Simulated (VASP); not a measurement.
# SiC (P6_3mc) in VASP: notebook

One crystal, SiC, is run at these levels: PBE; tasks: relaxation of cell and atoms.

All numbers are computed with VASP 6.6.1; they aren't measurements. Logs are shortened: lines on timing, memory, paths and dates and some standing lists are left out, and cuts for length are marked.

## Step 1: The crystal as given

It takes space group P6_3mc (No. 186, hexagonal). The conventional cell has a = 3.076 Å, b = 3.076 Å, c = 5.048 Å, α = 90.00°, β = 90.00°, γ = 120.00°. Si (site symmetry 3m) has 4 C at 1.87 to 1.94 Å as nearest neighbours. C (site symmetry 3m) has 4 Si at 1.87 to 1.94 Å as nearest neighbours.

## Step 2: Relaxation of cell and atoms, PBE

The input, INCAR:

```
SYSTEM = SiC
ALGO = Normal ; EDIFF = 1E-7
EDIFFG = -0.15 ; ENCUT = 520
GGA = PE ; IBRION = 2
ISIF = 3 ; ISMEAR = 0
KPAR = 4 ; LASPH = .True.
LCHARG = .False. ; LREAL = .False.
LWAVE = .False. ; NELM = 60
NSW = 80 ; PREC = Accurate
SIGMA = 0.02
```

The input, KPOINTS:

```
k-points
0
Gamma
  12 12 6
  0 0 0
```

The input, POSCAR:

```
SiC
1.0
    3.0760000000      0.0000000000      0.0000000000
   -1.5380000000      2.6638941400      0.0000000000
    0.0000000000      0.0000000000      5.0480000000
Si C
2 2
Direct
    0.3333333300      0.6666666700      0.0000000000
    0.6666666700      0.3333333300      0.5000000000
    0.3333333300      0.6666666700      0.3850000000
    0.6666666700      0.3333333300      0.8850000000
```

Potentials or basis: VASP PAW PBE potentials, release 64 (Si, C).

Started as:

```bash
> cat potpaw_PBE.64/Si/POTCAR potpaw_PBE.64/C/POTCAR > POTCAR
> mpirun -np 4 vasp_std > vasp.out
```

OUTCAR:

```text
SYSTEM = SiC
   EDIFF = 1E-7
   EDIFFG = -0.15
   ENCUT = 520
   GGA = PE
   IBRION = 2
   ISIF = 3
   ISMEAR = 0
   LASPH = .True.
   LREAL = .False.
   NELM = 60
   NSW = 80
   PREC = Accurate

 ion  position               nearest neighbor table
   1  0.333  0.667  0.000-   4 1.87   4 1.87   4 1.87   3 1.94   2 3.09   2 3.09   2 3.09   2 3.09
                             2 3.09   2 3.09
   2  0.667  0.333  0.500-   3 1.87   3 1.87   3 1.87   4 1.94   1 3.09   1 3.09   1 3.09   1 3.09
                             1 3.09   1 3.09
   3  0.333  0.667  0.385-   2 1.87   2 1.87   2 1.87   1 1.94
   4  0.667  0.333  0.885-   1 1.87   1 1.87   1 1.87   2 1.94

  LATTYP: Found a hexagonal cell.
 ALAT       =     3.0760000000
 C/A-ratio  =     1.6410923277

  Lattice vectors:

 A1 = (   3.0760000000,   0.0000000000,   0.0000000000)
 A2 = (  -1.5380000000,   2.6638941400,   0.0000000000)
 A3 = (   0.0000000000,   0.0000000000,   5.0480000000)

Analysis of symmetry for initial positions (statically):
=====================================================================
 Subroutine PRICEL returns:
 Original cell was already a primitive cell.

 Routine SETGRP: Setting up the symmetry group for a
 hexagonal supercell.

 Subroutine GETGRP returns: Found 12 space group operations
 (whereof  6 operations were pure point group operations)
 out of a pool of 24 trial point group operations.

The static configuration has the point symmetry C_3v.
 The point group associated with its full space group is C_6v.

Analysis of symmetry for dynamics (positions and initial velocities):
=====================================================================
 Subroutine PRICEL returns:
 Original cell was already a primitive cell.

 Routine SETGRP: Setting up the symmetry group for a
 hexagonal supercell.

 Subroutine GETGRP returns: Found 12 space group operations
 (whereof  6 operations were pure point group operations)
 out of a pool of 24 trial point group operations.

The dynamic configuration has the point symmetry C_3v.
 The point group associated with its full space group is C_6v.

 Subroutine INISYM returns: Found 12 space group operations
 (whereof  6 operations are pure point group operations),
 and found     1 'primitive' translations

----------------------------------------------------------------------------------------

                                     Primitive cell

  volume of cell :      41.3640

  direct lattice vectors                    reciprocal lattice vectors
     3.076000000  0.000000000  0.000000000     0.325097529  0.187695146  0.000000000
    -1.538000000  2.663894140  0.000000000     0.000000000  0.375390292  0.000000000
     0.000000000  0.000000000  5.048000000     0.000000000  0.000000000  0.198098257

  length of vectors
     3.076000000  3.075999998  5.048000000     0.375390292  0.375390292  0.198098257

  position of ions in fractional coordinates (direct lattice)
     0.333333330  0.666666670  0.000000000
     0.666666670  0.333333330  0.500000000
     0.333333330  0.666666670  0.385000000
     0.666666670  0.333333330  0.885000000

  ion indices of the primitive-cell ions
   primitive index   ion index
                 1           1
                 2           2
                 3           3
                 4           4

----------------------------------------------------------------------------------------

 KPOINTS: k-points

Automatic generation of k-mesh.
 Grid dimensions read from file:
 generate k-points for:   12   12    6

 Generating k-lattice:

  Cartesian coordinates                     Fractional coordinates (reciprocal lattice)
     0.027091461  0.015641262  0.000000000     0.083333333  0.000000000  0.000000000
     0.000000000  0.031282524  0.000000000     0.000000000  0.083333333  0.000000000
     0.000000000  0.000000000  0.033016376     0.000000000  0.000000000  0.166666667

  Length of vectors
     0.031282524  0.031282524  0.033016376

  Shift w.r.t. Gamma in fractional coordinates (k-lattice)
     0.000000000  0.000000000  0.000000000

 Subroutine IBZKPT returns following result:
 ===========================================

 Found     76 irreducible k-points:

 Following reciprocal coordinates:
            Coordinates               Weight
  0.000000  0.000000  0.000000      1.000000
  0.083333 -0.000000  0.000000      6.000000
  0.166667 -0.000000  0.000000      6.000000
  0.250000  0.000000  0.000000      6.000000
  0.333333  0.000000  0.000000      6.000000
  0.416667 -0.000000  0.000000      6.000000
[... 16 lines left out ...]
  0.250000  0.000000  0.166667     12.000000
  0.333333  0.000000  0.166667     12.000000
 [... further k-points ...]
   k-points           NKPTS =     76   k-points in BZ     NKDIM =     76   number of bands    NBANDS=     12
   number of dos      NEDOS =    301   number of ions     NIONS =      4
   total plane-waves  NPLWV =  23040
   dimension x,y,z NGX =    24 NGY =   24 NGZ =   40
   dimension x,y,z NGXF=    48 NGYF=   48 NGZF=   80
   ions per type =               2   2
   NGX,Y,Z   is equivalent  to a cutoff of  12.97, 12.97, 13.17 a.u.
   NGXF,Y,Z  is equivalent  to a cutoff of  25.94, 25.94, 26.35 a.u.
 SYSTEM =  SiC
   PREC   = accura    normal or accurate (medium, high low for compatibility)
   ISTART =      0    job   : 0-new  1-cont  2-samecut
   ICHARG =      2    charge: 1-file 2-atom 10-const
   ISPIN  =      1    spin polarized calculation?
   LNONCOLLINEAR =      F non collinear calculations
   LSORBIT =      F    spin-orbit coupling
   LASPH  =      T    aspherical Exc in radial PAW
   ENCUT  =  520.0 eV  38.22 Ry    6.18 a.u.   5.72  5.72  9.39*2*pi/ulx,y,z
   NELM   =     60;   NELMIN=  2; NELMDL= -5     # of ELM steps
   EDIFF  = 0.1E-06   stopping-criterion for ELM
   LREAL  =      F    real-space projection
   EDIFFG = -.1E+00   stopping-criterion for IOM
   NSW    =     80    number of steps for IOM
   IBRION =      2    ionic relax: 0-MD 1-quasi-New 2-CG
   NFREE  =      1    steps in history (QN), initial steepest desc. (CG)
   ISIF   =      3    stress and relaxation
   ISYM   =      2    0-nonsym 1-usesym 2-fastsym
   POTIM  = 0.5000    time-step for ionic-motion
   TEBEG  =    0.0;   TEEND  =   0.0 temperature during run
   PSTRESS=    0.0 pullay stress
   NELECT =      16.0000    total number of electrons
   NUPDOWN=      -1.0000    fix difference up-down
   EMIN   =  10.00;   EMAX   =-10.00  energy-range for DOS
   EFERMI =   0.00;   METHOD = LEGACY
   ISMEAR =     0;   SIGMA  =   0.02  broadening in eV -4-tet -1-fermi 0-gaus
   EFERMI_NEDOS =   21; number of points for ismear=-14 and -15
   IALGO  =     38    algorithm
   IMIX   =      4    mixing-type and parameters
     AMIX     =   0.40;   BMIX     =  1.00
     AMIX_MAG =   1.60;   BMIX_MAG =  1.00
  volume/ion in A,a.u.               =      10.34        69.78
  Fermi-wavevector in a.u.,A,eV,Ry     =   1.192817  2.254098 19.358549  1.422813
  Thomas-Fermi vector in A             =   2.328847
   LORBIT       =      0    0 simple, 1 ext, 2 COOP (PROOUT), +10 PAW based schemes
   GGA     = PE    functional components
   LHFCALC =     F    Hartree Fock is set to
   AEXX    =    0.0000 exact exchange contribution
   IVDW    =     0    specifies the selected vdW correction
   LEPSILON=     F    determine dielectric tensor
   LRPA    =     F    only Hartree local field effects (RPA)
 conjugate gradient relaxation of ions
 non-spin polarized calculation
 Gauss-broadening in eV      SIGMA  =   0.02
  energy-cutoff  :      520.00
  volume of cell :       41.36
 maximum number of plane-waves:      1132
 NGX is ok and might be reduce to    24
   NGX = 11   NGY = 11   NGZ = 19

--------------------------------------- Ionic step        1  -------------------------------------------

 number of electron      16.0000000 magnetization

 Free energy of the ion-electron system (eV)
  ---------------------------------------------------
  ext. energy  EPLUGINS =         0.00000000
  ---------------------------------------------------
  free energy    TOTEN  =       -30.06728671 eV

  energy without entropy =      -30.06728671  energy(sigma->0) =      -30.06728671

------------------------ aborting loop because EDIFF is reached ----------------------------------------

  FORCE on cell =-STRESS in cart. coord.  units (eV):
  Direction    XX          YY          ZZ          XY          YZ          ZX
  --------------------------------------------------------------------------------------
  -------------------------------------------------------------------------------------
  Total        1.3560476      1.3560476      0.1065831      0.0000000      0.0000000      0.0000000
  in kB       52.5246166     52.5246165      4.1283485      0.0000000      0.0000000      0.0000000
  external PRESSURE =      36.3925272 kB  Pullay stress =       0.0000000 kB
[... 61 lines left out ...]
  energy  without entropy=      -30.0703601114  energy(sigma->0) =      -30.07036011

--------------------------------------- Ionic step        3  -------------------------------------------

 number of electron      16.0000001 magnetization

 Free energy of the ion-electron system (eV)
  ---------------------------------------------------
  ext. energy  EPLUGINS =         0.00000000
  ---------------------------------------------------
  free energy    TOTEN  =       -30.10695675 eV

  energy without entropy =      -30.10695675  energy(sigma->0) =      -30.10695675

 E-fermi :   8.1580     XC(G=0): -11.2735

 val. band max:        8.0326838925   @ k =   0.0000   0.0000   0.0000
 cond. band min:      10.4289605949   @ k =   0.3333   0.3333   0.0000
 fundamental gap:      2.3962767024
 Fermi energy:         8.1580418424

 k-point     1 :       0.0000    0.0000    0.0000
  band No.  band energies     occupation
      1      -7.3682      2.00000
      2      -3.8157      2.00000
      3      -0.4933      2.00000
      4       6.6919      2.00000
      5       6.6919      2.00000
      6       8.0318      2.00000
      7       8.0318      2.00000
      8       8.0327      2.00000
      9      12.5938      0.00000
     10      14.1860      0.00000
     11      14.5627      0.00000
     12      14.5627      0.00000
[... 331 lines left out ...]
 k-point    24 :       0.3333    0.0000    0.1667
  band No.  band energies     occupation
      1      -5.4306      2.00000
      2      -2.8887      2.00000
      3       0.7782      2.00000
      4       2.5138      2.00000
      5       3.3117      2.00000
      6       5.1924      2.00000
      7       6.5166      2.00000
      8       6.9451      2.00000
      9      11.3665      0.00000
     10      12.5472      0.00000
     11      14.8147      0.00000
     12      15.8206      0.00000

 [... further k-points ...]
[... 5 lines left out ...]
  --------------------------------------------------------------------------------------
  -------------------------------------------------------------------------------------
  Total       -0.4028890     -0.4028890      0.4498167      0.0000000      0.0000000      0.0000000
  in kB      -15.3363114    -15.3363114     17.1226529      0.0000000      0.0000000      0.0000000
  external PRESSURE =      -4.5166566 kB  Pullay stress =       0.0000000 kB
[... 19 lines left out ...]
  FREE ENERGIE OF THE ION-ELECTRON SYSTEM (eV)
  ---------------------------------------------------
  free  energy   TOTEN  =       -30.1069567528 eV

  energy  without entropy=      -30.1069567528  energy(sigma->0) =      -30.10695675

 reached required accuracy - stopping structural energy minimisation
```

Wall time 18 s (4 MPI ranks of Intel Xeon 6975P-C (Granite Rapids), shared host); peak memory 0.16 GiB.

Results:

```yaml
Free_energy: -30.1070 eV
Relaxed_volume: 10.52 Å³/atom
Relaxed_cell: a = 3.102 Å, b = 3.102 Å, c = 5.051 Å, α = 90.00°, β = 90.00°, γ = 120.00°
Space_group_after_relaxing_to_0.05_Å: P6_3mc (No. 186)
Energy_gained_by_relaxing: 9.9 meV/atom
Ionic_steps: 3
Pressure_after_relaxing: -0.5 GPa
Largest_force_after_relaxing: 0.085 eV/Å
Band_gap_on_the_k_mesh: 2.40 eV, indirect (least direct gap 3.89 eV)
```

Forces on the atoms (eV/Å):
```
Si   0.000  0.000  0.085
Si   0.000  0.000  0.085
C    0.000  0.000 -0.085
C    0.000  0.000 -0.085
```

Stress tensor (GPa, compression positive):
```
-1.53  0.00  0.00
 0.00 -1.53  0.00
 0.00  0.00  1.71
```

Step by step:
| step | energy change (eV) | largest force (eV/Å) | pressure (GPa) | volume (Å³) |
| --- | --- | --- | --- | --- |
| 1 | 0.0000 | 0.7527 | 3.64 | 41.36 |
| 2 | -0.0031 | 0.6250 | -3.56 | 42.78 |
| 3 | -0.0397 | 0.0845 | -0.45 | 42.09 |

Final structure:
```yaml
crystal:
  lattice:
    - [3.10184, 0.00000, 0.00000]
    - [-1.55092, 2.68627, 0.00000]
    - [0.00000, 0.00000, 5.05133]
  atoms:
    - { symbol: Si, position: [0.33333, 0.66667, 0.00370] }
    - { symbol: Si, position: [0.66667, 0.33333, 0.50370] }
    - { symbol: C, position: [0.33333, 0.66667, 0.38130] }
    - { symbol: C, position: [0.66667, 0.33333, 0.88130] }
```

Levels at points of the mesh, in eV from the valence-band top:
| k point | band 4 | band 5 | band 6 | band 7 | band 8 | band 9 | band 10 | band 11 | band 12 |
| --- | --- | --- | --- | --- | --- | --- | --- | --- | --- |
| (0.00, 0.00, 0.00) | -1.34 | -1.34 | 0.00 | 0.00 | 0.00 | 4.56 | 6.15 | 6.53 | 6.53 |
| (0.50, 0.00, 0.00) | -6.19 | -5.32 | -3.31 | -3.18 | -1.17 | 2.71 | 4.31 | 6.77 | 7.10 |
| (0.00, 0.00, 0.50) | -4.29 | -0.73 | -0.73 | -0.73 | -0.73 | 5.68 | 5.68 | 7.23 | 7.23 |
| (0.50, 0.00, 0.50) | -8.16 | -2.43 | -2.43 | -2.22 | -2.22 | 3.30 | 3.30 | 5.23 | 5.23 |

Caveat: the relaxation stopped at a loose force limit of 0.15 eV/Å, so its end isn't a converged minimum. Expect the measured gap to be larger: semilocal functionals such as PBE lack the derivative discontinuity.

## Step 3: Relaxation of cell and atoms, PBE

This run uses another cell than the first one, of 10.52 Å³/atom, 1.018 times its volume.

INCAR is that of step 2.

KPOINTS is that of step 2.

The input, POSCAR:

```
SiC                                     
1.0
    3.1018389778      0.0000000000      0.0000000000
   -1.5509194889      2.6862713511      0.0000000000
   -0.0000000000      0.0000000000      5.0513328963
  Si              C             
     2     2
Direct
     0.3333333300000021    0.6666666699999979    0.0036991121203792
     0.6666666699999979    0.3333333300000021    0.5036991121203792
     0.3333333300000021    0.6666666699999979    0.3813008878796187
     0.6666666699999979    0.3333333300000021    0.8813008878796188
```

Potentials or basis: VASP PAW PBE potentials, release 64 (Si, C).

Started as:

```bash
> cat potpaw_PBE.64/Si/POTCAR potpaw_PBE.64/C/POTCAR > POTCAR
> mpirun -np 4 vasp_std > vasp.out
```

Wall time 8.4 s (4 MPI ranks of Intel Xeon 6975P-C (Granite Rapids), shared host); peak memory 0.16 GiB.

Results (log left out):

```yaml
Free_energy: -30.1072 eV
Pressure_after_relaxing: -0.5 GPa
Largest_force_after_relaxing: 0.085 eV/Å
Band_gap_on_the_k_mesh: 2.40 eV, indirect (least direct gap 3.89 eV)
```

Forces in eV/Å, atoms in the order of the input:
```
Si   0.000  0.000  0.085
Si   0.000  0.000  0.085
C    0.000  0.000 -0.085
C    0.000  0.000 -0.085
```

Stress tensor (GPa, compression positive):
```
-1.55  0.00  0.00
 0.00 -1.55  0.00
 0.00  0.00  1.71
```

Final structure:
```yaml
crystal:
  lattice:
    - [3.10184, 0.00000, 0.00000]
    - [-1.55092, 2.68627, 0.00000]
    - [0.00000, 0.00000, 5.05133]
  atoms:
    - { symbol: Si, position: [0.33333, 0.66667, 0.00370] }
    - { symbol: Si, position: [0.66667, 0.33333, 0.50370] }
    - { symbol: C, position: [0.33333, 0.66667, 0.38130] }
    - { symbol: C, position: [0.66667, 0.33333, 0.88130] }
```

Levels at points of the mesh, in eV from the valence-band top:
| k point | band 6 | band 7 | band 8 | band 9 | band 10 | band 11 |
| --- | --- | --- | --- | --- | --- | --- |
| (0.00, 0.00, 0.00) | 0.00 | 0.00 | 0.00 | 4.56 | 6.15 | 6.53 |
| (0.50, 0.00, 0.00) | -3.31 | -3.18 | -1.17 | 2.71 | 4.31 | 6.77 |
| (0.00, 0.00, 0.50) | -0.73 | -0.73 | -0.73 | 5.68 | 5.68 | 7.23 |
| (0.50, 0.00, 0.50) | -2.43 | -2.22 | -2.22 | 3.30 | 3.30 | 5.23 |

Caveat: the relaxation stopped at its first step, so nothing moved; the relaxation stopped at a loose force limit of 0.15 eV/Å, so its end isn't a converged minimum. As with any semilocal functional, this PBE gap is likely too small.
